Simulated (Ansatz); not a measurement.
A (111) slab of NbN (Fm-3m (No. 225)), 11 planes, outer planes Nb (top) and Nb (bottom), with 11 atoms (Nb6N5) in a surface cell of A = 8.309 Å², as cut from the bulk:

```
CELL_PARAMETERS angstrom
3.09748 0.00000 0.00000
-1.54874 2.68250 0.00000
0.00000 0.00000 27.64540
ATOMIC_POSITIONS crystal
Nb 0.33333 0.66667 0.27129
N 0.66667 0.33333 0.31703
Nb 0.00000 0.00000 0.36278
N 0.33333 0.66667 0.40852
Nb 0.66667 0.33333 0.45426
N 0.00000 0.00000 0.50000
Nb 0.33333 0.66667 0.54574
N 0.66667 0.33333 0.59148
Nb 0.00000 0.00000 0.63722
N 0.33333 0.66667 0.68297
Nb 0.66667 0.33333 0.72871
```

Theory: DFT PBEsol, scalar-relativistic, plane waves, PAW in Ansatz. Settings: cutoff 420 eV, Γ-centred mesh 12×12×1 on the computed 11-atom cell, Gaussian smearing of 0.10 eV; no spin polarisation.

The relaxed slab holds 5 formula units of NbN and 1 further Nb. Against those formula units in the bulk and the further Nb in its standard state it lies 2.584 eV higher. The formation energy of NbN from the standard states is -2.325 eV a formula unit (uncorrected, no zero-point or thermal terms).

Q: Over what range can the chemical potential of Nb vary, and what is the surface energy at both ends?

A: In contact with the bulk, μ(Nb) + μ(N) is fixed. With Δμ counted from the standard states, Δμ(Nb) ≤ 0 keeps elemental Nb from forming, and Δμ(N) ≤ 0 requires Δμ(Nb) ≥ ΔH = -2.325 eV. Other compounds of Nb and N can narrow this range. Then γ, the mean of both faces, = [2.584 eV − 1.00·Δμ(Nb)]/(2A). At the Nb-rich end (Δμ = 0): 2.584/(2 × 8.309) × 16.02 = 2.49 J/m². At the Nb-poor end: (2.584 + 2.325)/(2 × 8.309) × 16.02 = 4.73 J/m².

Q: How does its energy depend on growth conditions?

A: It carries an excess of Nb, so its energy falls by 0.96 J/m² for each eV that μ(Nb) rises: Nb-rich conditions lower it; whether it appears depends on the other terminations.

Spin polarisation was left out, and a magnetic state may lie lower.